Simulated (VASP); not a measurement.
# Cr2O3 (R-3c) in VASP: a series of runs

One crystal, Cr2O3, is run at these levels: PBE+U; tasks: relaxation of cell and atoms, band structure.

All numbers are computed with VASP 6.6.1; they aren't measurements. Logs are shortened: lines on timing, memory, paths and dates and some standing lists are left out, and cuts for length are marked.

### Step 1. Starting point

It takes space group R-3c (No. 167, trigonal). The conventional cell has a = 4.957 Å, b = 4.957 Å, c = 13.592 Å, α = 90.00°, β = 90.00°, γ = 120.00°. Cr (site symmetry 3) is surrounded by 6 O at 1.96 to 2.01 Å. O (site symmetry 2) has 4 Cr at 1.96 to 2.01 Å as nearest neighbours.

### Step 2. Relaxation of cell and atoms, PBE+U, collinear spin, ferromagnetic start

INCAR

```
  PREC = Accurate
  ENCUT = 600
  EDIFF = 1E-6
  ISMEAR = 1
  SIGMA = 0.1
  LREAL = F
  LASPH = T
  NELM = 150
  ALGO = Normal
  ISIF = 3
  LWAVE = F
  LCHARG = F
  ISPIN = 2
  MAGMOM = 3 3 3 3 0 0 0 0 0 0
  LORBIT = 11
  LMAXMIX = 4
  LDAU = T
  LDAUTYPE = 2
  LDAUL = 2 -1
  LDAUU = 3.7 0
  LDAUJ = 0 0
  LDAUPRINT = 1
  GGA = PE
  IBRION = 2
  NSW = 90
  EDIFFG = -0.01
  AMIX = 0.2
  BMIX = 1E-4
  AMIX_MAG = 0.8
  BMIX_MAG = 1E-4
  KPAR = 4
```

KPOINTS

```
Automatic mesh
0
Gamma
  9 9 9
```

POSCAR

```
Cr2O3
1.0
    2.4785000000      1.4309626400      4.5307666700
   -2.4785000000      1.4309626400      4.5307666700
    0.0000000000     -2.8619252800      4.5307666700
Cr O
4 6
Direct
    0.3474800000      0.3474800000      0.3474800000
    0.1525200000      0.1525200000      0.1525200000
    0.6525200000      0.6525200000      0.6525200000
    0.8474800000      0.8474800000      0.8474800000
    0.5558000000      0.9442000000      0.2500000000
    0.2500000000      0.5558000000      0.9442000000
    0.9442000000      0.2500000000      0.5558000000
    0.4442000000      0.0558000000      0.7500000000
    0.7500000000      0.4442000000      0.0558000000
    0.0558000000      0.7500000000      0.4442000000
```

Potentials or basis: VASP PAW PBE potentials, release 64 (Cr_pv, O).

Run with:

```bash
$ cat potpaw_PBE.64/Cr_pv/POTCAR potpaw_PBE.64/O/POTCAR > POTCAR
$ mpirun -np 4 vasp_std > vasp.out
```

OUTCAR:

```text
PREC = Accurate
   ENCUT = 600
   EDIFF = 1E-6
   ISMEAR = 1
   LREAL = F
   LASPH = T
   NELM = 150
   ISIF = 3
   ISPIN = 2
   LORBIT = 11
   GGA = PE
   IBRION = 2
   NSW = 90
   EDIFFG = -0.01
   AMIX = 0.2
   AMIX_MAG = 0.8

 ion  position               nearest neighbor table
   1  0.347  0.347  0.347-   9 1.96   8 1.96  10 1.96   6 2.01   7 2.01   5 2.01   2 2.65   3 2.89
                             3 2.89   3 2.89
   2  0.153  0.153  0.153-  10 1.96   8 1.96   9 1.96   7 2.01   6 2.01   5 2.01   1 2.65   4 2.89
                             4 2.89   4 2.89
   3  0.653  0.653  0.653-   6 1.96   5 1.96   7 1.96   9 2.01  10 2.01   8 2.01   4 2.65   1 2.89
                             1 2.89   1 2.89
   4  0.847  0.847  0.847-   7 1.96   5 1.96   6 1.96  10 2.01   9 2.01   8 2.01   3 2.65   2 2.89
                             2 2.89   2 2.89
   5  0.556  0.944  0.250-   3 1.96   4 1.96   1 2.01   2 2.01
   6  0.250  0.556  0.944-   3 1.96   4 1.96   1 2.01   2 2.01
   7  0.944  0.250  0.556-   4 1.96   3 1.96   2 2.01   1 2.01
   8  0.444  0.056  0.750-   1 1.96   2 1.96   3 2.01   4 2.01
   9  0.750  0.444  0.056-   1 1.96   2 1.96   3 2.01   4 2.01
  10  0.056  0.750  0.444-   2 1.96   1 1.96   4 2.01   3 2.01

  LATTYP: Found a trigonal (rhomboedric) cell.
 ALAT       =     5.3589609949
 COS(alpha) =     0.5721942188

  Lattice vectors:

 A1 = (   2.4785000000,   1.4309626400,   4.5307666700)
 A2 = (  -2.4785000000,   1.4309626400,   4.5307666700)
 A3 = (   0.0000000000,  -2.8619252800,   4.5307666700)

Analysis of symmetry for initial positions (statically):
=====================================================================
 Subroutine PRICEL returns:
 Original cell was already a primitive cell.

 Routine SETGRP: Setting up the symmetry group for a
 trigonal (rhombohedral) supercell.

 Subroutine GETGRP returns: Found 12 space group operations
 (whereof  6 operations were pure point group operations)
 out of a pool of 12 trial point group operations.

The static configuration has the point symmetry S_6 .
 The point group associated with its full space group is D_3d.

Analysis of symmetry for dynamics (positions and initial velocities):
=====================================================================
 Subroutine PRICEL returns:
 Original cell was already a primitive cell.

 Routine SETGRP: Setting up the symmetry group for a
 trigonal (rhombohedral) supercell.

 Subroutine GETGRP returns: Found 12 space group operations
 (whereof  6 operations were pure point group operations)
 out of a pool of 12 trial point group operations.

The dynamic configuration has the point symmetry S_6 .
 The point group associated with its full space group is D_3d.

Analysis of structural, dynamic, and magnetic symmetry:
=====================================================================
 Subroutine PRICEL returns:
 Original cell was already a primitive cell.

 Routine SETGRP: Setting up the symmetry group for a
 trigonal (rhombohedral) supercell.

 Subroutine GETGRP returns: Found 12 space group operations
 (whereof  6 operations were pure point group operations)
 out of a pool of 12 trial point group operations.

The overall configuration has the point symmetry S_6 .
 The point group associated with its full space group is D_3d.

 Subroutine INISYM returns: Found 12 space group operations
 (whereof  6 operations are pure point group operations),
 and found     1 'primitive' translations

----------------------------------------------------------------------------------------

                                     Primitive cell

  volume of cell :      96.4140

  direct lattice vectors                    reciprocal lattice vectors
     2.478500000  1.430962640  4.530766670     0.201734920  0.116471711  0.073571066
    -2.478500000  1.430962640  4.530766670    -0.201734920  0.116471711  0.073571066
     0.000000000 -2.861925280  4.530766670     0.000000000 -0.232943421  0.073571066

  length of vectors
     5.358960995  5.358960995  5.358960993     0.244285364  0.244285364  0.244285365

  position of ions in fractional coordinates (direct lattice)
[... 98 lines left out ...]
   NSW    =     90    number of steps for IOM
   IBRION =      2    ionic relax: 0-MD 1-quasi-New 2-CG
   NFREE  =      1    steps in history (QN), initial steepest desc. (CG)
   ISIF   =      3    stress and relaxation
   ISYM   =      2    0-nonsym 1-usesym 2-fastsym
   POTIM  = 0.5000    time-step for ionic-motion
   TEBEG  =    0.0;   TEEND  =   0.0 temperature during run
   PSTRESS=    0.0 pullay stress
   NELECT =      84.0000    total number of electrons
   NUPDOWN=      -1.0000    fix difference up-down
   EMIN   =  10.00;   EMAX   =-10.00  energy-range for DOS
   EFERMI =   0.00;   METHOD = LEGACY
   ISMEAR =     1;   SIGMA  =   0.10  broadening in eV -4-tet -1-fermi 0-gaus
   EFERMI_NEDOS =   21; number of points for ismear=-14 and -15
   IALGO  =     38    algorithm
   IMIX   =      4    mixing-type and parameters
     AMIX     =   0.20;   BMIX     =  0.00
     AMIX_MAG =   0.80;   BMIX_MAG =  0.00
  volume/ion in A,a.u.               =       9.64        65.06
  Fermi-wavevector in a.u.,A,eV,Ry     =   1.563584  2.954745 33.263452  2.444795
  Thomas-Fermi vector in A             =   2.666334
   LORBIT       =     11    0 simple, 1 ext, 2 COOP (PROOUT), +10 PAW based schemes
 LDA+U is selected, type is set to LDAUTYPE =  2
   angular momentum for each species LDAUL =     2   -1
   U (eV)           for each species LDAUU =   3.7  0.0
   J (eV)           for each species LDAUJ =   0.0  0.0
   GGA     = PE    functional components
   LHFCALC =     F    Hartree Fock is set to
   AEXX    =    0.0000 exact exchange contribution
   IVDW    =     0    specifies the selected vdW correction
   LEPSILON=     F    determine dielectric tensor
   LRPA    =     F    only Hartree local field effects (RPA)
 conjugate gradient relaxation of ions
 spin polarized calculation
 Methfessel and Paxton  Order N= 1 SIGMA  =   0.10
  energy-cutoff  :      600.00
  volume of cell :       96.41
 maximum number of plane-waves:      3241
 NGX is ok and might be reduce to    48
   NGX = 21   NGY = 21   NGZ = 21

--------------------------------------- Ionic step        1  -------------------------------------------

 number of electron      84.0000010 magnetization      12.0000003

 Free energy of the ion-electron system (eV)
  ---------------------------------------------------
  ext. energy  EPLUGINS =         0.00000000
  ---------------------------------------------------
  free energy    TOTEN  =       -78.81713813 eV

  energy without entropy =      -78.82163004  energy(sigma->0) =      -78.81863543

------------------------ aborting loop because EDIFF is reached ----------------------------------------

  FORCE on cell =-STRESS in cart. coord.  units (eV):
  Direction    XX          YY          ZZ          XY          YZ          ZX
  --------------------------------------------------------------------------------------
  -------------------------------------------------------------------------------------
  Total        9.4866280      9.4866279      9.2363009      0.0000000      0.0000000     -0.0000000
  in kB      157.6457568    157.6457563    153.4859009      0.0000000      0.0000000     -0.0000000
  external PRESSURE =     156.2591380 kB  Pullay stress =       0.0000000 kB
[... 113 lines left out ...]
  FREE ENERGIE OF THE ION-ELECTRON SYSTEM (eV)
  ---------------------------------------------------
  free  energy   TOTEN  =       -79.1374587953 eV

  energy  without entropy=      -79.1415534513  energy(sigma->0) =      -79.13882368

[... ionic steps 4 to 7 ...]

--------------------------------------- Ionic step        8  -------------------------------------------

 number of electron      84.0000003 magnetization      12.0000002

------------------------ aborting loop because EDIFF is reached ----------------------------------------
[... 215 lines left out ...]
--------------------------------------- Ionic step       10  -------------------------------------------

 number of electron      84.0000002 magnetization      12.0000001

 Free energy of the ion-electron system (eV)
  ---------------------------------------------------
  ext. energy  EPLUGINS =         0.00000000
  ---------------------------------------------------
  free energy    TOTEN  =       -79.16279058 eV

  energy without entropy =      -79.16639132  energy(sigma->0) =      -79.16399083

 E-fermi :   5.1747     XC(G=0): -11.7115

 val. band max:        5.1489090477   @ k =  -0.3333   0.2222   0.2222
 cond. band min:       7.7752488416   @ k =   0.4444   0.4444   0.0000
 fundamental gap:      2.6263397939
 Fermi energy:         5.1747154342

 spin component 1

 k-point     1 :       0.0000    0.0000    0.0000
  band No.  band energies     occupation
      1     -38.5832      1.00000
      2     -38.5514      1.00000
      3     -38.5461      1.00000
      4     -38.5461      1.00000
      5     -38.5285      1.00000
      6     -38.5285      1.00000
[... 2729 lines left out ...]
     53      10.9593      0.00000
     54      11.0787      0.00000

 [... further k-points ...]

 [bands above 54 left out]

------------------------ aborting loop because EDIFF is reached ----------------------------------------

  FORCE on cell =-STRESS in cart. coord.  units (eV):
  Direction    XX          YY          ZZ          XY          YZ          ZX
  --------------------------------------------------------------------------------------
  -------------------------------------------------------------------------------------
  Total        0.0166163      0.0166163      0.0120403      0.0000000     -0.0000000      0.0000000
  in kB        0.2585903      0.2585903      0.1873772      0.0000000     -0.0000000      0.0000000
  external PRESSURE =       0.2348526 kB  Pullay stress =       0.0000000 kB
[... 25 lines left out ...]
  FREE ENERGIE OF THE ION-ELECTRON SYSTEM (eV)
  ---------------------------------------------------
  free  energy   TOTEN  =       -79.1627905767 eV

  energy  without entropy=      -79.1663913235  energy(sigma->0) =      -79.16399083

 reached required accuracy - stopping structural energy minimisation

 total charge

# of ion       s       p       d       tot
------------------------------------------
    1        0.286   6.318   3.948  10.552
    2        0.286   6.318   3.948  10.552
    3        0.286   6.318   3.948  10.552
    4        0.286   6.318   3.948  10.552
    5        1.551   3.499   0.000   5.050
    6        1.551   3.499   0.000   5.050
    7        1.551   3.499   0.000   5.050
    8        1.551   3.499   0.000   5.050
    9        1.551   3.499   0.000   5.050
   10        1.551   3.499   0.000   5.050
--------------------------------------------------
tot         10.451  46.266  15.793  72.511

 magnetization (x)

# of ion       s       p       d       tot
------------------------------------------
    1        0.029   0.031   2.938   2.999
    2        0.029   0.031   2.938   2.999
    3        0.029   0.031   2.938   2.999
    4        0.029   0.031   2.938   2.999
    5       -0.004  -0.057   0.000  -0.061
    6       -0.004  -0.057   0.000  -0.061
    7       -0.004  -0.057   0.000  -0.061
    8       -0.004  -0.057   0.000  -0.061
    9       -0.004  -0.057   0.000  -0.061
   10       -0.004  -0.057   0.000  -0.061
--------------------------------------------------
tot          0.093  -0.219  11.753  11.627
```

It took 44 min on 4 MPI ranks of AMD EPYC 9R45 (Zen 5), shared host; peak memory 0.93 GiB.

What came out:

* Free energy: -79.1628 eV
* Relaxed volume: 10.30 Å³/atom
* Relaxed cell: a = 5.450 Å, b = 5.450 Å, c = 5.450 Å, α = 55.67°, β = 55.67°, γ = 55.67°
* Space group after relaxing (to 0.05 Å): R-3c (No. 167)
* Energy gained by relaxing: 34.6 meV/atom
* Ionic steps: 10
* Pressure after relaxing: 0.0 GPa
* Largest force after relaxing: 0.008 eV/Å
* Band gap on the k mesh: 2.63 eV, indirect (least direct gap 2.72 eV)
* Net moment: 12.00 μB per cell
* Site moments: Cr +3.00; O -0.06 μB
* Valence electrons inside the program's atomic spheres: Cr 10.55; O 5.05

Forces on the atoms (eV/Å):
```
Cr   0.000  0.000 -0.008
Cr   0.000  0.000  0.008
Cr   0.000  0.000  0.008
Cr   0.000  0.000 -0.008
O    0.002  0.000  0.000
O   -0.001  0.002  0.000
O   -0.001 -0.002  0.000
O   -0.002  0.000  0.000
O    0.001 -0.002  0.000
O    0.001  0.002  0.000
```

The path:
```tsv
step	energy change (eV)	largest force (eV/Å)	pressure (GPa)	volume (Å³)
1	0.0000	0.5790	15.63	96.41
2	-0.0287	0.3814	-12.15	110.14
3	-0.3203	0.2883	-0.43	103.09
4	-0.3203	0.2856	-0.11	102.96
5	-0.3384	0.1078	-0.07	103.01
6	-0.3430	0.0859	0.00	103.06
7	-0.3452	0.0146	-0.13	103.07
8	-0.3455	0.0268	-0.20	103.07
9	-0.3455	0.0084	0.32	102.85
10	-0.3457	0.0085	0.02	102.95
```

Final structure:
```
Cr O
1.0
     2.54455    1.46909    4.59009
    -2.54455    1.46909    4.59009
     0.00000   -2.93819    4.59009
Cr O
4 6
Cartesian
  0.0000 0.0000 4.8150
  0.0000 0.0000 2.0702
  0.0000 0.0000 8.9553
  0.0000 0.0000 11.7001
  -1.0133 1.4691 8.0327
  -0.7656 -1.6121 8.0327
  1.7789 0.1430 8.0327
  1.0133 -1.4691 5.7376
  0.7656 1.6121 5.7376
  -1.7789 -0.1430 5.7376
```

Eigenvalues of the final occupation matrices:
```csv
site,spin,trace,eigenvalues
site 1 d,1,3.46,0.31 0.31 0.95 0.95 0.95
site 1 d,2,0.52,0.04 0.04 0.05 0.19 0.19
site 2 d,1,3.46,0.31 0.31 0.95 0.95 0.95
site 2 d,2,0.52,0.04 0.04 0.05 0.19 0.19
site 3 d,1,3.46,0.31 0.31 0.95 0.95 0.95
site 3 d,2,0.52,0.04 0.04 0.05 0.19 0.19
site 4 d,1,3.46,0.31 0.31 0.95 0.95 0.95
site 4 d,2,0.52,0.04 0.04 0.05 0.19 0.19
```

Caveat: an odd mesh through Γ misses points on the zone boundary, where band edges often lie; only a ferromagnetic start was run, and an antiferromagnetic order may lie lower in energy. The state reached can hang on the start; a lower one may exist.

(Continued in part 2 of 2.)
